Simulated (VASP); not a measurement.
Write the native input for VASP 6.6.1 that does the following.

- Task: band structure
- Functional: PBE
- Potentials or basis: VASP PAW PBE potentials, release 64 (Al, N)
- Cutoff: 520 eV
- k mesh: 8 × 5 × 5
- Occupations: gaussian, width 0.02 eV
- Spin: non-collinear spin, zero start, spin-orbit coupling
- Starting moments: [[0.0, 0.0, 0.0], [0.0, 0.0, 0.0], [0.0, 0.0, 0.0], [0.0, 0.0, 0.0], [0.0, 0.0, 0.0], [0.0, 0.0, 0.0], [0.0, 0.0, 0.0], [0.0, 0.0, 0.0]] μB
- Further INCAR settings: ALGO = Fast; EDIFF = 1e-07; NBANDS = 50

The structure of AlN lies in POSCAR:

```
AlN                                     
1.0
    3.1179847954      0.0000000000      0.0000000000
    0.0000000000      5.0511353685      0.0000000000
    0.0000000000      0.0000000000      5.4136439136
  Al              N             
     4     4
Direct
     1.0000000000000000    0.0009536424345604    0.3334650197800996
     0.5000000000000000    0.0009536424345604    0.8334650197800997
     0.5000000000000000    0.5009536424345604    0.1665349802199004
     1.0000000000000000    0.5009536424345604    0.6665349802199003
     0.0000000000000000    0.6210463575654395    0.3334915184106155
     0.5000000000000000    0.6210463575654395    0.8334915184106154
     0.5000000000000000    0.1210463575654395    0.1665084815893846
     0.0000000000000000    0.1210463575654395    0.6665084815893846
```

The cell was built by a generator and isn't the measured one.

One way to write it, as run:

INCAR

```
  PREC = Accurate
  ENCUT = 520
  EDIFF = 1E-7
  ISMEAR = 0
  SIGMA = 0.02
  LREAL = F
  LASPH = T
  NELM = 60
  ALGO = Fast
  ISIF = 2
  LWAVE = F
  LCHARG = F
  MAGMOM = 0 0 0 0 0 0 0 0 0 0 0 0 0 0 0 0 0 0 0 0 0 0 0 0
  LORBIT = 11
  LSORBIT = T
  GGA_COMPAT = F
  GGA = PE
  NBANDS = 50
  KPAR = 8
```

KPOINTS

```
regular mesh
0
Gamma
  8 5 5
```

KPOINTS_OPT

```
path GXSYGZURTZ,YT,UX,SR
15
line-mode
reciprocal
 0.0000000000  0.0000000000  0.0000000000  G
 0.5000000000  0.0000000000  0.0000000000  X

 0.5000000000  0.0000000000  0.0000000000  X
 0.5000000000  0.5000000000  0.0000000000  S

 0.5000000000  0.5000000000  0.0000000000  S
 0.0000000000  0.5000000000  0.0000000000  Y

 0.0000000000  0.5000000000  0.0000000000  Y
 0.0000000000  0.0000000000  0.0000000000  G

 0.0000000000  0.0000000000  0.0000000000  G
 0.0000000000  0.0000000000  0.5000000000  Z

 0.0000000000  0.0000000000  0.5000000000  Z
 0.5000000000  0.0000000000  0.5000000000  U

 0.5000000000  0.0000000000  0.5000000000  U
 0.5000000000  0.5000000000  0.5000000000  R

 0.5000000000  0.5000000000  0.5000000000  R
 0.0000000000  0.5000000000  0.5000000000  T

 0.0000000000  0.5000000000  0.5000000000  T
 0.0000000000  0.0000000000  0.5000000000  Z

 0.0000000000  0.5000000000  0.0000000000  Y
 0.0000000000  0.5000000000  0.5000000000  T

 0.5000000000  0.0000000000  0.5000000000  U
 0.5000000000  0.0000000000  0.0000000000  X

 0.5000000000  0.5000000000  0.0000000000  S
 0.5000000000  0.5000000000  0.5000000000  R
```

Potentials or basis: VASP PAW PBE potentials, release 64 (Al, N).

Launch:

```bash
$ cat potpaw_PBE.64/Al/POTCAR potpaw_PBE.64/N/POTCAR > POTCAR
$ mpirun -np 8 vasp_ncl > vasp.out
```

Results of the run:

- Pressure: -0.4 GPa
- Net moment: 0.00 μB per cell
- Valence electrons inside the program's atomic spheres: Al 0.80; N 3.85

Wall time 3.4 min on 8 MPI ranks on Intel(R) Xeon(R) Platinum 8488C (Sapphire Rapids) (shared host), peak memory 0.9 GiB a rank.
